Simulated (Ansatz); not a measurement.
Input and command of a calculation in Ansatz (plane waves; scalar-relativistic PAW potentials unless the input names others):

```yaml
crystal:
  lattice:
    - [3.8053768948, 0.0, 0.0]
    - [0.0, 3.8053768948, 0.0]
    - [0.0, 0.0, 4.7531851815]
  atoms:
    - { symbol: Sn, position: [-0.0020429989, 0.500939876, 0.240003875] }
    - { symbol: Sn, position: [0.497708256, -0.005398275, 0.7595618835] }
    - { symbol: O, position: [0.0006366959, 0.0038724503, -0.0089581282] }
    - { symbol: O, position: [0.503698047, 0.5005859487, 0.0093923697] }
basis:
  ecutwfc: 420
kpoints:
  mp_grid: { grid: [12, 12, 10] }
hamiltonian:
  xc: pbesol
scf:
  occupations: { method: gaussian, width: 0.15 }
  lower_state_search: standard
output:
  forces: true
  eigenvalues: true
  stress: true
```

```bash
ansatz run input.yaml --threads 2 --pin off --max-ram 5120MiB --backend cpu --events-out ev --progress --plain --runs-dir out
```

Abridged log:
```
Pseudopotentials: kind: paw
Pseudopotential: Sn, paw, valence charge 14, recommended cutoff 420 eV (normal)
Pseudopotential: O, paw, valence charge 6, recommended cutoff 420 eV (normal)
Functional definition: PBEsol
Crystal: 4 atoms, lattice volume = 68.830 Å³
Basis set: ecut = 420 eV, 1335 PW (Γ), exchange–correlation on 54×54×64 points (8 copies of the dense FFT grid, shifted against one another)
Bands: 24, of which v1, the nominal top of the filled ones, is band 20 counted from 1 (19 counted from 0)
Symmetry: 1 space group operations
Space group: P1 (ITA 1), of the structure as read, at distance tolerance 4.1e-5 Å
k-points: 724 of 1440 (time reversal used)
Initial density: superposition of atomic densities (neutral atoms: chi_scale 0, normalization atom), corrected by the library's trained network
Initial wavefunctions: pseudopotential atomic-orbital guess
Functional: x = pbesol(κ = 0.804, μ = 0.12345679), c = pbesol(β = 0.046)
SCF iter   1: F=—  HF=-13021.428214 eV  |F-HF|=—  |Δ(HF+E_count)|=         —  Δρ=1.39e-2  dr2=1.10e-1  ethr=1.77e-3  ⟨swp⟩=5.6  Hψ=76572  notcnv=0
SCF iter   2: F=—  HF=-13021.404699 eV  |F-HF|=—  |Δ(HF+E_count)|=   2.35e-2  Δρ=4.56e-3  dr2=1.30e-2  ethr=2.76e-4  ⟨swp⟩=2.0  Hψ=31755  notcnv=0
SCF iter   3: F=—  HF=-13021.401934 eV  |F-HF|=—  |Δ(HF+E_count)|=   2.77e-3  Δρ=1.12e-3  dr2=8.48e-4  ethr=3.26e-5  ⟨swp⟩=2.0  Hψ=22679  notcnv=0
SCF iter   4: F=—  HF=-13021.401863 eV  |F-HF|=—  |Δ(HF+E_count)|=   7.03e-5  Δρ=2.54e-4  dr2=4.87e-5  ethr=2.12e-6  ⟨swp⟩=2.1  Hψ=31246  notcnv=0
SCF iter   5: F=—  HF=-13021.401884 eV  |F-HF|=—  |Δ(HF+E_count)|=   2.09e-5  Δρ=5.34e-5  dr2=2.90e-6  ethr=1.22e-7  ⟨swp⟩=2.1  Hψ=22866  notcnv=0
SCF iter   6: F=—  HF=-13021.401886 eV  |F-HF|=—  |Δ(HF+E_count)|=   1.39e-6  Δρ=2.02e-5  dr2=2.58e-7  ethr=7.26e-9  ⟨swp⟩=3.0  Hψ=31809  notcnv=0
SCF iter   7: F=—  HF=-13021.401886 eV  |F-HF|=—  |Δ(HF+E_count)|=   1.52e-7  Δρ=2.39e-5  dr2=3.44e-7  ethr=2.50e-10  ⟨swp⟩=7.1  Hψ=79636  notcnv=0
SCF iter   8: F=-13021.401886 eV  HF=-13021.401886 eV  |F-HF|=3.67e-8  |Δ(HF+E_count)|=   5.34e-8  Δρ=8.31e-6  dr2=4.17e-8  ethr=2.50e-10  ⟨swp⟩=4.0  Hψ=69138  notcnv=0
SCF 1 converged in 8 iterations: F = -13021.401886 eV  dr2 = 4.17e-8
SCF converged after 8 iterations
Free energy (F): -13021.401886 eV
Harris-Foulkes:  -13021.401886 eV  (|F-HF|=3.67e-8)
Internal energy: -13021.400446 eV  (E = F + TS)
E sigma→0 (E₀):  -13021.401166 eV
Entropy (-TS):   -0.001440 eV (-0.360 meV/atom)
Fermi energy:    10.174813 eV
--- Forces (eV/Å), atoms counted from 1 ---
  atom   1  Sn     0.09149493    -0.00491489     0.24027760
  atom   2  Sn     0.06399374     0.10425132    -0.20959430
  atom   3  O      0.00092937    -0.10575735     0.30036771
  atom   4  O     -0.15641538     0.00642258    -0.33104203
--- Stress (GPa, compression-positive) ---
        2.054635      -0.005134       0.099485
       -0.005134      -0.731311      -0.164676
        0.099485      -0.164676       0.934067
  P = ⅓ Tr σ = 0.7525 GPa (7.525 kbar)
```

Apart from outputs and empty bands, the input differs from a reference run on usual settings in scf.lower_state_search: not typed → "standard". The reference, at the same geometry (not necessarily relaxed), gave pressure 0.75 GPa, largest force 0.366 eV/Å, no gap on the mesh. This run converged in 8 SCF iterations (reference: 8) with an energy at zero smearing within 0.01 meV/atom of the reference's, pressure 0.75 GPa, largest force 0.366 eV/Å, no gap on the mesh.

It took 29 s on 2 threads of Intel(R) Xeon(R) 6975P-C (Granite Rapids), with other jobs on the host, peak memory 1.2 GiB.